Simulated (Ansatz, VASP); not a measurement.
## Two plane-wave programs on SiGe

File INCAR:

```
SYSTEM = SiGe
PREC = Accurate ; ENCUT = 520
EDIFF = 1E-6 ; ISMEAR = 0
SIGMA = 0.1 ; LREAL = .False.
LASPH = .True. ; NELM = 100
ALGO = Fast ; ISIF = 2
LWAVE = .False. ; LCHARG = .False.
NBANDS = 26
```

Contents of KPOINTS:

```
regular mesh
0
Gamma
  6 6 4
  0 0 0
```

POSCAR

```
SiGe
1.0
    3.9044512986      0.0000000000      0.0000000000
   -1.9522256493      3.3813540124      0.0000000000
    0.0000000000      0.0000000000      6.4507830000
Si Ge
2 2
Direct
    0.6666666700      0.3333333300      0.8746070000
    0.3333333300      0.6666666700      0.3746070000
    0.6666666700      0.3333333300      0.5003920000
    0.3333333300      0.6666666700      0.0003920000
```

Input for Ansatz:

```yaml
crystal:
  lattice:
    - [3.9044512986, 0.0, 0.0]
    - [-1.9522256493, 3.3813540124, 0.0]
    - [0.0, 0.0, 6.450783]
  atoms:
    - { symbol: Si, position: [0.66666667, 0.33333333, 0.874607] }
    - { symbol: Si, position: [0.33333333, 0.66666667, 0.374607] }
    - { symbol: Ge, position: [0.66666667, 0.33333333, 0.500392] }
    - { symbol: Ge, position: [0.33333333, 0.66666667, 0.000392] }
basis:
  ecutwfc: 420
kpoints:
  mp_grid: { grid: [6, 6, 4] }
hamiltonian:
  xc: lda
scf:
  occupations: { method: gaussian, width: 0.1 }
output:
  forces: true
  stress: true
  eigenvalues: true
```

The cell comes from a database or a generator and needn't be the stable form of this composition.

Alike in both runs: task single point; functional LDA; k mesh 6 × 6 × 4; occupations gaussian, width 0.1 eV; no spin polarisation.

|  | VASP | Ansatz |
| --- | --- | --- |
| version | VASP 6.6.1 | Ansatz 0.2.0 |
| potentials or method | VASP PAW LDA potentials, release 64 (Si, Ge_d) | scalar-relativistic, plane waves, PAW |
| plane-wave cutoff (eV) | 520 | 420 |
| valence electrons in the cell | 36 | 36 |

|  | VASP | Ansatz | Ansatz less VASP |
| --- | --- | --- | --- |
| gap on the k mesh at the Fermi level (eV) | 0.36 | 0.35 | -0.011 |
| least direct gap on the mesh (eV) | 0.36 | 0.35 | -0.015 |
| pressure (GPa) | -2.0 | -2.1 | -0.09 |
| largest component of the traceless stress (GPa) | 0.23 | 0.22 | -0.008 |

A k mesh can miss the band edges.
